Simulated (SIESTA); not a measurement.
## Hg in SIESTA: the effect of functional

Crystal: Hg, a slab with vacuum.

```
Hg
1.0
     3.60580    0.00000    0.00000
     1.79952    3.12466    0.00000
     0.00000    0.00000   29.04850
Hg
6
Direct
  0.33434 0.33434 0.25819
  0.66925 0.66925 0.35594
  0.33378 0.33378 0.45112
  0.66869 0.66869 0.54888
  0.00360 0.00360 0.64663
  0.66812 0.66812 0.74181
```

The slab is cut from a database's or a generator's crystal, which needn't be the stable form of the element.

Alike in all runs:

* Program: SIESTA 5.4.2
* Task: single point
* Basis: DZP (energy shift 0.003 Ry; two zetas on semicore shells)
* Grid cutoff: 800 Ry
* Energy shift: 0.003 Ry
* k mesh: 9 × 9 × 1
* Occupations: fermi-dirac, width 0.05 eV
* Spin: no spin polarisation

Q: One run gave: gap on the mesh 0.98 eV; largest force 0.10 eV/Å. Which functional did it use?
A. WC
B. LDA
C. PBEsol
D. AM05
E. BLYP

A: E.

```tsv
functional	potentials or basis	gap on the mesh (eV)	largest force (eV/Å)
LDA	PseudoDojo 0.4 standard (LDA files)	0.84	0.50
PBEsol	PseudoDojo 0.4 standard (PBEsol files)	0.79	0.40
AM05	PseudoDojo 0.4 standard (PBEsol files)	0.83	0.34
WC	PseudoDojo 0.4 standard (PBEsol files)	0.81	0.40
PBE	PseudoDojo 0.4 standard (PBE files)	0.79	0.19
PW91	PseudoDojo 0.4 standard (PBE files)	0.84	0.19
revPBE	PseudoDojo 0.4 standard (PBE files)	0.82	0.10
RPBE	PseudoDojo 0.4 standard (PBE files)	0.82	0.07
BLYP	PseudoDojo 0.4 standard (PBE files)	0.98	0.10
```

Caveats: the valence orbitals were made in a potential fitted to the semicore shell under them, which widens gaps by tenths of an eV or more; spin-orbit coupling is left out, which moves the levels of the heavy elements; the basis of atomic orbitals isn't converged, which shifts pressures, moduli and gaps; the potentials were made for another functional, which shifts forces and pressure (some runs); the real-space grid breaks translation symmetry, so forces needn't sum to zero (some runs).

A k mesh can miss the band edges.

Not every run made on this cell is shown here.
